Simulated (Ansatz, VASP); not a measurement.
MgS (Niningerite): VASP beside Ansatz

```xyz
2
Lattice="0.0000 2.6016 2.6016 2.6016 0.0000 2.6016 2.6016 2.6016 0.0000" Properties=species:S:1:pos:R:3 pbc="T T T"
S     2.6016    2.6016    2.6016
Mg    0.0000    0.0000    0.0000
```

Alike in both runs: task relaxation of cell and atoms; functional PBE; k mesh 9 × 9 × 9; occupations fermi-dirac, width 0.05 eV; no spin polarisation.

|  | VASP | Ansatz |
| --- | --- | --- |
| version | VASP 6.6.1 | Ansatz 0.2.0 |
| potentials or method | VASP PAW PBE potentials, release 64 (S_GW, Mg_sv_GW) | Ansatz PAW |
| plane-wave cutoff (eV) | 900 | 420 |
| valence electrons in the cell | 16 | 16 |

Ansatz gave:

```
gap on the k mesh at the Fermi level, each at its own relaxed structure (eV) : 2.89
relaxed volume (Å³/atom)                                                     : 17.88
relaxed cell length with the largest relative difference (Å)                 : 3.698
```

Question: Which values does VASP return?

Answer: gap on the k mesh at the Fermi level, each at its own relaxed structure (eV): 2.88; relaxed volume (Å³/atom): 17.88; relaxed cell length with the largest relative difference (Å): 3.698.

Caveats: an odd mesh through Γ misses points on the zone boundary, where band edges often lie (VASP); odd divisions of the mesh miss points on the zone boundary, where band edges often lie, so the gap on the mesh can be too wide (Ansatz); the plane-wave basis is chosen anew once the cell has moved, so the energies of steps on either side of that aren't comparable (Ansatz). Zero-point motion and thermal expansion aren't in these numbers.
